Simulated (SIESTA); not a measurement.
Runs of SIESTA 5.4.2 on MgO2. Symmetry: R-3m, No. 166, trigonal system. Conventional cell: a = 3.210 Å, b = 3.210 Å, c = 10.482 Å, α = 90.00°, β = 90.00°, γ = 120.00°. Mg (site symmetry -3m) is surrounded by 6 O at 2.11 Å. O (site symmetry 3m) has 1 O at 1.49 Å as nearest neighbours. The cell comes from a database or a generator and needn't be the stable form of this composition.

```csv
task,level,potentials or basis,gap on the mesh (eV),pressure (GPa),V0 of scaled cells (Å³/atom),B0 (GPa),largest force (eV/Å)
band structure,PBEsol,"PseudoDojo 0.4 standard (PBEsol files), DZP (energy shift 0.003 Ry; two zetas on semicore shells)",2.11,(a),-,-,0.10
band structure,LDA,"PseudoDojo 0.4 standard (LDA files), DZP (energy shift 0.003 Ry; two zetas on semicore shells)",(b),-6.9,-,-,0.22
equation of state,LDA,"PseudoDojo 0.4 standard (LDA files), DZP (energy shift 0.003 Ry; two zetas on semicore shells)",-,-,9.87,149,-
equation of state,PBEsol,"PseudoDojo 0.4 standard (PBEsol files), DZP (energy shift 0.003 Ry; two zetas on semicore shells)",-,-,10.24,137,-
```

Alike in all rows: no spin polarisation; cell as given; k mesh 10 × 10 × 10; smearing fermi-dirac 0.05 eV; grid cutoff 800 Ry; energy shift 0.003 Ry.

Problem. Estimate the missing entries.

Solution. (a) -2.0; (b) 2.08.

Caveats: the basis of atomic orbitals isn't converged, which shifts pressures, moduli and gaps; the cell was scaled at fixed shape and fractional positions, which overstates the stiffness of a crystal with free parameters, most of all of layers and chains (some runs).

A k mesh can miss the band edges.

Not every run made on this cell is shown here.
